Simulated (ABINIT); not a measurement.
## Fe: single point with PBEsol

The system is Fe.

```
CELL_PARAMETERS angstrom
2.43416 0.00000 0.00000
-1.21708 2.10804 0.00000
0.00000 0.00000 3.84193
ATOMIC_POSITIONS crystal
Fe 0.66667 0.33333 0.75000
Fe 0.33333 0.66667 0.25000
```

This isn't the form of Fe at room conditions, which is bcc.

```yaml
Program: ABINIT 10.8.3 (patched build)
Task: single point
Functional: PBEsol
Potentials_or_basis: PseudoDojo NC SR PBEsol v0.4.1 standard
Cutoff: 1225 eV
k_mesh: 10 × 10 × 6
Occupations: fermi-dirac, width 0.05 eV
Spin: collinear spin, ferromagnetic start
Starting_moments: "[3.0, 3.0] μB"
```

The pressure is -2.0 GPa, the band gap on the k mesh is none (metal or under the smearing width) and the net moment is 0.00 μB per cell. The valence electrons inside the program's atomic spheres are Fe 14.24 (radii [1.0584] Å).

Stress tensor (GPa, compression positive):
```
-1.49  0.00  0.00
 0.00 -1.49  0.00
 0.00  0.00 -2.89
```

Levels at points of the mesh, in eV from the Fermi level:
Spin up:
```csv
k point,band 14,band 15,band 16,band 17,band 18,band 19
"(0.00, 0.00, 0.00)",-1.27,-1.27,-0.91,-0.91,0.42,0.76
"(0.50, 0.00, 0.00)",-1.63,-1.14,0.87,1.11,1.16,2.76
"(0.00, 0.00, 0.50)",-1.89,-1.89,-1.89,0.35,0.35,0.35
"(0.50, 0.00, 0.50)",-0.70,0.05,0.05,1.02,1.02,2.49
```
Spin down:
| k point | band 14 | band 15 | band 16 | band 17 | band 18 | band 19 |
| --- | --- | --- | --- | --- | --- | --- |
| (0.00, 0.00, 0.00) | -1.27 | -1.27 | -0.91 | -0.91 | 0.42 | 0.76 |
| (0.50, 0.00, 0.00) | -1.63 | -1.14 | 0.87 | 1.11 | 1.16 | 2.76 |
| (0.00, 0.00, 0.50) | -1.89 | -1.89 | -1.89 | 0.35 | 0.35 | 0.35 |
| (0.50, 0.00, 0.50) | -0.70 | 0.05 | 0.05 | 1.02 | 1.02 | 2.49 |

Run time: 3.1 min on 1 thread of Intel(R) Xeon(R) Platinum 8488C (Sapphire Rapids), on a shared host, peak memory 0.14 GiB.

Caveat: the starting moments collapsed, and a magnetic state may lie lower.
